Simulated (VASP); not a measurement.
Write the native input for VASP 6.6.1 that does the following.

* Task: relaxation of cell and atoms
* Functional: PBEsol
* Potentials or basis: VASP PAW PBE potentials, release 64 (Ru_pv)
* Cutoff: 600 eV
* k mesh: 10 × 10 × 6
* Occupations: fermi-dirac, width 0.05 eV
* Spin: no spin polarisation
* Ladder: gaps
* Further INCAR settings: ALGO = Fast; EDIFF = 1e-06; IBRION = 2; EDIFFG = -0.005; NSW = 40; ISIF = 3

The structure of Ru lies in POSCAR:

```
Ru
1.0
    2.7058000000      0.0000000000      0.0000000000
   -1.3529000000      2.3432915376      0.0000000000
    0.0000000000      0.0000000000      4.2819000000
Ru
2
Direct
    0.6666666667      0.3333333333      0.7500000000
    0.3333333333      0.6666666667      0.2500000000
```

The input as run:

INCAR

```
ALGO     = Fast           # electronic algorithm
EDIFF    = 1E-6           # SCF threshold, eV
EDIFFG   = -0.005         # ionic threshold
ENCUT    = 600            # plane-wave cutoff, eV
GGA      = PS             # functional
IBRION   = 2              # ionic algorithm
ISIF     = 3              # what is computed and relaxed
ISMEAR   = -1             # smearing method
LASPH    = True           # aspherical terms in the spheres
LCHARG   = False          # write CHGCAR
LREAL    = False          # projectors in reciprocal space
LWAVE    = False          # write WAVECAR
NELM     = 100            # most SCF steps
NSW      = 40             # ionic steps
PREC     = Accurate       # precision mode
SIGMA    = 0.05           # smearing width, eV
```

KPOINTS

```
k-points
0
Gamma
  10 10 6
```

Potentials or basis: VASP PAW PBE potentials, release 64 (Ru_pv).

The run is started by

```console
$ cat potpaw_PBE.64/Ru_pv/POTCAR > POTCAR
$ mpirun -np 1 vasp_std > vasp.out
```

Results of the run:

```json
{"Relaxed volume": "13.33 Å³/atom", "Relaxed cell": "a = 2.697 Å, b = 2.697 Å, c = 4.230 Å, α = 90.00°, β = 90.00°, γ = 120.00°", "Space group after relaxing (to 0.05 Å)": "P6_3/mmc (No. 194)", "Energy gained by relaxing": "6.2 meV/atom", "Ionic steps": "8", "Pressure after relaxing": "0.0 GPa", "Band gap on the k mesh": "none (metal or under the smearing width)"}
```

Caveat: the PAW data sets were made with another functional, which shifts forces and pressure a little.

Run time: 92 s on 1 thread of Intel(R) Xeon(R) Platinum 8488C (Sapphire Rapids) (shared host), peak memory 0.18 GiB.
